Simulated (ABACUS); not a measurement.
# SnTe (Fm-3m) in ABACUS: equation of state, part 2 of 2

ABACUS 3.10.1.

### 3 Equation of state, PBEsol, 30.03 Å³/atom (volume scaled by 0.96)

Contents of INPUT:

```
INPUT_PARAMETERS
suffix              SnTe
calculation         scf
basis_type          pw
pseudo_dir          ./
symmetry            1
dft_functional      pbesol
ecutwfc             83
pseudo_rcut         7
nspin               1
nbands              19
ks_solver           dav
smearing_method     fd
smearing_sigma      0.00367493
scf_thr             1e-08
scf_nmax            100
mixing_type         broyden
mixing_beta         0.7
cal_force           1
cal_stress          1
kpar                4
```

Contents of STRU:

```
ATOMIC_SPECIES
Te 127.6000 Te.upf
Sn 118.7100 Sn.upf

LATTICE_CONSTANT
1.8897261246

LATTICE_VECTORS
0.0000000000 3.1082657258 3.1082657258
3.1082657258 0.0000000000 3.1082657258
3.1082657258 3.1082657258 0.0000000000

ATOMIC_POSITIONS
Direct

Te
0.0
1
0.5000000000 0.5000000000 0.5000000000 1 1 1

Sn
0.0
1
0.0000000000 0.0000000000 0.0000000000 1 1 1
```

Contents of KPT:

```
K_POINTS
0
Gamma
7 7 7 0 0 0
```

Potentials or basis: PseudoDojo NC SR 0.4.1 PBEsol standard, plane waves.

On the command line:

```
> OMP_NUM_THREADS=1 mpirun -np 4 abacus > log
```

running log:

```text
ABACUS v3.10.1

               Atomic-orbital Based Ab-initio Computation at UStc

 ------------------------------------------------------------------------------------

 READING GENERAL INFORMATION
                           global_out_dir = OUT.SnTe/
                           global_in_card = INPUT
                               pseudo_dir = ./
                              orbital_dir =
                                    DSIZE = 4
                                    GSIZE = 1

 READING UNITCELL INFORMATION
                                    ntype = 2
                  lattice constant (Bohr) = 1.88973
              lattice constant (Angstrom) = 1

 READING ATOM TYPE 1
                               atom label = Te
                      L=0, number of zeta = 1
                      L=1, number of zeta = 1
                      L=2, number of zeta = 1
             number of atom for this type = 1

 READING ATOM TYPE 2
                               atom label = Sn
                      L=0, number of zeta = 1
                      L=1, number of zeta = 1
                      L=2, number of zeta = 1
             number of atom for this type = 1

                        TOTAL ATOM NUMBER = 2
DIRECT COORDINATES
    atom                   x                   y                   z     mag                  vx                  vy                  vz
[... 311 lines left out ...]
 E_KohnSham     -366.6606226712      -4988.6737005560
 E_KS(sigma->0) -366.6606195504      -4988.6736580962
 E_Harris       -366.6608881727      -4988.6773128899
 E_band         -24.4319965097       -332.4143660486
 E_one_elec     -143.2497494016      -1949.0128289333
 E_Hartree      86.9668758201        1183.2450484124
 E_xc           -92.4123153387       -1257.3340539788
 E_Ewald        -217.9654275096      -2965.5717811367
 E_entropy(-TS) -0.0000062415        -0.0000849196
 E_descf        0.0000000000         0.0000000000
 E_exx          0.0000000000         0.0000000000
 E_Fermi        0.7718918627         10.5021275732
----------------------------------------------------------

 charge density convergence is achieved
 final etot is -4988.6737006 eV
 EFERMI = 10.502127573 eV

 STATE ENERGY(eV) AND OCCUPATIONS    NSPIN == 1
 1/5 kpoint (Cartesian) = 0.0000 0.0000 0.0000 (5065 pws)
       1       -26.7137     0.00583090
       2       -26.7137     0.00583090
       3       -26.7090     0.00583090
       4       -26.7090     0.00583090
       5       -26.7090     0.00583090
       6       -11.3874     0.00583090
[... 95 lines left out ...]
      18        14.0079    1.23828e-32
      19        14.1131    1.51078e-33

------------------------------------------------------------------------------------------
 TOTAL-FORCE (eV/Angstrom)
------------------------------------------------------------------------------------------
                       Te1         0.0000000000         0.0000000000         0.0000000000
                       Sn1         0.0000000000         0.0000000000         0.0000000000
------------------------------------------------------------------------------------------

----------------------------------------------------------------
 TOTAL-STRESS (KBAR)
----------------------------------------------------------------
        17.0931357506        -0.0000000000        -0.0000000000
        -0.0000000000        17.0931357506         0.0000000000
        -0.0000000000         0.0000000000        17.0931357506
----------------------------------------------------------------
 TOTAL-PRESSURE: 17.093136 KBAR

 --------------------------------------------
 !FINAL_ETOT_IS -4988.6737005559989484 eV
 --------------------------------------------
```

Wall time 7.9 s (4 MPI ranks of Intel Xeon Platinum 8488C (Sapphire Rapids), shared host); peak memory 0.44 GiB.

What came out:

```yaml
Free_energy: -4988.6737 eV
Pressure: 1.7 GPa
```

### 4 Equation of state, PBEsol, 30.66 Å³/atom (volume scaled by 0.98)

INPUT is that of step 3.

Edit STRU of step 3 so:

```diff
@@ -8,5 +8,5 @@
 LATTICE_VECTORS
-0.0000000000 3.1082657258 3.1082657258
-3.1082657258 0.0000000000 3.1082657258
-3.1082657258 3.1082657258 0.0000000000
+0.0000000000 3.1297027185 3.1297027185
+3.1297027185 0.0000000000 3.1297027185
+3.1297027185 3.1297027185 0.0000000000
```

KPT is that of step 3.

On the command line:

```
> OMP_NUM_THREADS=1 mpirun -np 4 abacus > log
```

It took 7.9 s on 4 MPI ranks of Intel Xeon Platinum 8488C (Sapphire Rapids), shared host; peak memory 0.44 GiB.

The run converged. Its results:

```
Free energy : -4988.6830 eV
Pressure    : 0.6 GPa
```

### 5 Equation of state, PBEsol, 31.28 Å³/atom

INPUT is that of step 4.

Edit STRU of step 4 so:

```diff
@@ -8,5 +8,5 @@
 LATTICE_VECTORS
-0.0000000000 3.1297027185 3.1297027185
-3.1297027185 0.0000000000 3.1297027185
-3.1297027185 3.1297027185 0.0000000000
+0.0000000000 3.1508500000 3.1508500000
+3.1508500000 0.0000000000 3.1508500000
+3.1508500000 3.1508500000 0.0000000000
```

KPT is that of step 4.

On the command line:

```
> OMP_NUM_THREADS=1 mpirun -np 4 abacus > log
```

It took 7.8 s on 4 MPI ranks of Intel Xeon Platinum 8488C (Sapphire Rapids), shared host; peak memory 0.48 GiB.

The run converged. Its results:

```yaml
Free_energy: -4988.6843 eV
Pressure: -0.3 GPa
```

### 6 Equation of state, PBEsol, 31.91 Å³/atom (volume scaled by 1.02)

INPUT is that of step 5.

Edit STRU of step 5 so:

```diff
@@ -8,5 +8,5 @@
 LATTICE_VECTORS
-0.0000000000 3.1508500000 3.1508500000
-3.1508500000 0.0000000000 3.1508500000
-3.1508500000 3.1508500000 0.0000000000
+0.0000000000 3.1717171644 3.1717171644
+3.1717171644 0.0000000000 3.1717171644
+3.1717171644 3.1717171644 0.0000000000
```

KPT is that of step 5.

Potentials or basis: PseudoDojo NC SR 0.4.1 PBEsol standard, plane waves.

On the command line:

```
> OMP_NUM_THREADS=1 mpirun -np 4 abacus > log
```

Run time: 7.8 s. Hardware: 4 MPI ranks of Intel Xeon Platinum 8488C (Sapphire Rapids), shared host; peak memory 0.48 GiB.

Results (log left out):

```
Free energy : -4988.6785 eV
Pressure    : -1.2 GPa
```

### 7 Equation of state, PBEsol, 32.53 Å³/atom (volume scaled by 1.04)

INPUT is that of step 6.

Edit STRU of step 6 so:

```diff
@@ -8,5 +8,5 @@
 LATTICE_VECTORS
-0.0000000000 3.1717171644 3.1717171644
-3.1717171644 0.0000000000 3.1717171644
-3.1717171644 3.1717171644 0.0000000000
+0.0000000000 3.1923133075 3.1923133075
+3.1923133075 0.0000000000 3.1923133075
+3.1923133075 3.1923133075 0.0000000000
```

KPT is that of step 6.

On the command line:

```
> OMP_NUM_THREADS=1 mpirun -np 4 abacus > log
```

Run time: 8 s. Hardware: 4 MPI ranks of Intel Xeon Platinum 8488C (Sapphire Rapids), shared host; peak memory 0.48 GiB.

It converged, with:

```
Free energy : -4988.6663 eV
Pressure    : -2.0 GPa
```

### 8 Equation of state, PBEsol, 33.16 Å³/atom (volume scaled by 1.06)

INPUT is that of step 7.

Edit STRU of step 7 so:

```diff
@@ -8,5 +8,5 @@
 LATTICE_VECTORS
-0.0000000000 3.1923133075 3.1923133075
-3.1923133075 0.0000000000 3.1923133075
-3.1923133075 3.1923133075 0.0000000000
+0.0000000000 3.2126470615 3.2126470615
+3.2126470615 0.0000000000 3.2126470615
+3.2126470615 3.2126470615 0.0000000000
```

KPT is that of step 7.

On the command line:

```
> OMP_NUM_THREADS=1 mpirun -np 4 abacus > log
```

Run time: 8.4 s. Hardware: 4 MPI ranks of Intel Xeon Platinum 8488C (Sapphire Rapids), shared host; peak memory 0.48 GiB.

The run converged. Its results:

- Free energy: -4988.6484 eV
- Pressure: -2.7 GPa

### 9 Equation of state, PBEsol

Potentials or basis: PseudoDojo NC SR 0.4.1 PBEsol standard, plane waves.

This step only gathers the single runs of the series.

What came out:

```yaml
Equilibrium_volume: 31.08 Å³/atom
Bulk_modulus: 47 GPa
Pressure_derivative_of_the_bulk_modulus: 4.5
```

Energy against volume, from the lowest point:
| volume (Å³/atom) | energy (meV/atom) |
| --- | --- |
| 29.404 | 14.39 |
| 30.030 | 5.29 |
| 30.656 | 0.66 |
| 31.281 | 0.00 |
| 31.907 | 2.91 |
| 32.532 | 9.00 |
| 33.158 | 17.96 |
